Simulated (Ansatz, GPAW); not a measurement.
## Ga: programs and potentials compared

```
Ga
1.0
     1.38300   -4.02650    0.00000
     1.38300    4.02650    0.00000
    -0.11745    0.00000    3.32993
Ga
2
Direct
  0.13100 0.86900 0.75000
  0.86900 0.13100 0.25000
```

This isn't the form of Ga at room conditions, which is orthorhombic.

Alike in all runs: task band structure; functional PBEsol; k mesh 10 × 10 × 8; occupations fermi-dirac, width 0.05 eV; no spin polarisation; no spin-orbit coupling. Pressure is positive in compression and, in plane waves, holds the error of the finite cutoff, which Ansatz's Pulay term estimates and takes out.

```json
{"program and potentials": "Ansatz, Ansatz PAW", "plane-wave cutoff (eV)": "420", "notes": "potentials made for PBE, which Ansatz adapts in part; 13 valence electrons an atom on average; Pulay term of +0.04 GPa included", "pressure (GPa)": "-1.97", "largest force (eV/Å)": "0.197"}
{"program and potentials": "GPAW, PAW data sets generated for this functional", "plane-wave cutoff (eV)": "600", "notes": "3 valence electrons an atom on average", "pressure (GPa)": "-1.47", "largest force (eV/Å)": "0.212"}
{"program and potentials": "Ansatz, PAW datasets made for the crystal", "plane-wave cutoff (eV)": "240", "notes": "13 valence electrons an atom on average", "pressure (GPa)": "-1.94", "largest force (eV/Å)": "0.196"}
{"program and potentials": "Ansatz, all-electron LAPW, scalar-relativistic", "plane-wave cutoff (eV)": "-", "notes": "-", "pressure (GPa)": "-1.93", "largest force (eV/Å)": "0.196"}
```

Force on atom 1 (Ga), eV/Å:

```json
{"program and potentials": "Ansatz, Ansatz PAW", "x": "0.000", "y": "-0.197", "z": "0.000"}
{"program and potentials": "GPAW, PAW data sets generated for this functional", "x": "0.000", "y": "-0.212", "z": "0.000"}
{"program and potentials": "Ansatz, PAW datasets made for the crystal", "x": "0.000", "y": "-0.196", "z": "0.000"}
{"program and potentials": "Ansatz, all-electron LAPW, scalar-relativistic", "x": "0.000", "y": "-0.196", "z": "0.000"}
```

The pressure spans -1.97 (Ansatz, Ansatz PAW) to -1.47 GPa (GPAW, PAW data sets generated for this functional), with all-electron results at -1.93.

Differences between rows come from potentials, basis sets and numerical settings, since the functional is the same but for its coding. Runs on potential files found faulty are left out.
